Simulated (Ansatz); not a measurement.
Input and command of a plane-wave DFT calculation in Ansatz:

```yaml
crystal:
  lattice:
    - [-4.1646341742, -4.1067235645, -0.0235007442]
    - [-0.0164644975, -4.0667583228, 4.0796233055]
    - [-4.1263807326, -0.0147526974, 4.0813351056]
  atoms:
    - { symbol: Au, position: [0.5516465344, 0.0164729118, -0.0449449588] }
    - { symbol: Au, position: [0.0593694022, -0.006639876, -0.0097258273] }
    - { symbol: Au, position: [0.4235148471, 0.4609685576, 0.0614605641] }
    - { symbol: Au, position: [0.0054484875, 0.5101385516, -0.0616175913] }
    - { symbol: Au, position: [0.5768960959, 0.0173250948, 0.4915387067] }
    - { symbol: Au, position: [-0.0934399432, 0.0318312531, 0.5760875128] }
    - { symbol: Au, position: [0.5303053436, 0.5107858924, 0.4686372411] }
    - { symbol: Au, position: [-0.0537407674, 0.4591176147, 0.5185643527] }
basis:
  ecutwfc: 420
kpoints:
  mp_grid: { grid: [10, 10, 10] }
hamiltonian:
  xc: pbe
scf:
  occupations: { method: gaussian, width: 0.15 }
output:
  forces: true
  stress: true
  eigenvalues: true
```

```bash
ansatz run input.yaml --threads 2 --pin off --max-ram 5120MiB --backend cpu --events-out ev --progress --plain --runs-dir out
```

Processor: Intel(R) Xeon(R) Platinum 8259CL CPU @ 2.50GHz (Skylake/Cascade Lake), 2 threads, on a host shared with other jobs.

Question: Estimate time, memory and problem size.

Answer: About 3.7 min on 2 threads of Intel(R) Xeon(R) Platinum 8259CL CPU @ 2.50GHz (Skylake/Cascade Lake), on a shared host, peak memory 3.8 GiB. It solves 92 bands at 504 k points (the mesh reduced by symmetry) with about 2713 plane waves, in 7 SCF iterations.
